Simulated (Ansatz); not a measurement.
# GaN: band gap under strain

How does strain move the band edges of GaN in the zincblende structure, and do the functionals agree on it? States: -2.0 % biaxial strain in x and y, free along z; -1.0 % biaxial strain in x and y, free along z; +1.0 % biaxial strain in x and y, free along z.

Code: Ansatz 0.2.0. PAW datasets, plane waves. (Simulation; spin polarisation is off.)

## (1) The cell

The unstrained cell was relaxed with r2SCAN; in each strained cell the atoms were relaxed again with r2SCAN. Names of k-points are those of the unstrained zone, where strain can split equivalent points. First state: -2.0 % biaxial strain in x and y, free along z.

It is tetragonal, I-4m2 (No. 119); conventional cell a = 3.117 Å, c = 4.592 Å, 11.15 Å³ an atom. Ga has 4 N at 1.94 Å; N has 4 Ga at 1.94 Å.

Structure file:

```
Ga N
1.0
     0.00000    2.20397    2.29586
     2.20397    0.00000    2.29586
     2.20397    2.20397    0.00000
Ga N
1 1
Cartesian
  0.0000 0.0000 0.0000
  1.1020 1.1020 1.1479
```

From earlier runs on the unstrained cell: PBE 1.76 eV, r2SCAN 2.17 eV, HSE06 3.01 eV, r2SCAN+SOC 2.17 eV, G0W0 2.86 eV (on its mesh); a = 4.498 Å.

## (2) -2.0 % biaxial strain in x and y, free along z: PBE

Contents of input.yaml:

```yaml
crystal:
  lattice:
    - [0.0, 2.2039734903, 2.2958620709]
    - [2.2039734903, 0.0, 2.2958620709]
    - [2.2039734903, 2.2039734903, 0.0]
  atoms:
    - { symbol: Ga, position: [0.0, 0.0, 0.0] }
    - { symbol: "N", position: [0.25, 0.25, 0.25] }
kpoints:
  mp_grid: { grid: [10, 10, 10] }
  band_path:
    path:
      - [0.0, 0.0, 0.0]
      - [-0.5, -0.5, 0.0]
      - [-0.375, -0.375, 0.25]
      - [-0.375, 0.0, 0.375]
      - [0.0, 0.0, 0.5]
      - [-0.5, -0.25, 0.25]
    npoints: 1
hamiltonian:
  xc: pbe
scf:
  occupations: { method: fermi_dirac, width: 0.02 }
  n_extra_bands: 4
output:
  forces: true
  stress: true
  eigenvalues: true
  write_density: true
  write_potential: true
  elf: true
  volumetric_format: npy
```

The run is started by

```sh
> ansatz run input.yaml --threads 2 --pin off --max-ram 29491MiB --backend cpu --events-out ev --progress --plain --runs-dir out
```

Further steps of the session: -2.0 % biaxial strain in x and y, free along z: r2SCAN; -2.0 % biaxial strain in x and y, free along z: HSE06; -2.0 % biaxial strain in x and y, free along z: r2SCAN+SOC; -2.0 % biaxial strain in x and y, free along z: r2SCAN; -2.0 % biaxial strain in x and y, free along z: G0W0@PBE; -1.0 % biaxial strain in x and y, free along z: PBE; -1.0 % biaxial strain in x and y, free along z: r2SCAN; -1.0 % biaxial strain in x and y, free along z: HSE06; -1.0 % biaxial strain in x and y, free along z: r2SCAN+SOC; -1.0 % biaxial strain in x and y, free along z: r2SCAN; -1.0 % biaxial strain in x and y, free along z: G0W0@PBE; +1.0 % biaxial strain in x and y, free along z: PBE; +1.0 % biaxial strain in x and y, free along z: r2SCAN; +1.0 % biaxial strain in x and y, free along z: HSE06; +1.0 % biaxial strain in x and y, free along z: r2SCAN+SOC; +1.0 % biaxial strain in x and y, free along z: r2SCAN; +1.0 % biaxial strain in x and y, free along z: G0W0@PBE.

What does the calculation give?

As calculated:

Least gap in eV (negative: overlap), with the change from the unstrained cell in brackets. G0W0 is on its own coarse mesh.

```
                                         state  volume change (%)           PBE        r2SCAN         HSE06          G0W0
-2.0 % biaxial strain in x and y, free along z               -2.0  1.81 (+0.05)  2.23 (+0.06)  3.08 (+0.07)  2.95 (+0.09)
-1.0 % biaxial strain in x and y, free along z               -1.0  1.78 (+0.02)  2.20 (+0.03)  3.04 (+0.03)  2.91 (+0.05)
+1.0 % biaxial strain in x and y, free along z               +0.9  1.64 (-0.12)  2.04 (-0.13)  2.88 (-0.13)  2.72 (-0.14)
```

What this shows: The largest move of the HSE06 gap in the table is -0.129 eV, under +1.0 % biaxial strain in x and y, free along z. PBE and HSE06 differ by 1.25 eV on the unstrained gap, and by at most 0.02 eV on its change: the two disagree on the size of the gap but agree on its response to strain. No extrapolation in bands, cutoff or mesh was made for G0W0.
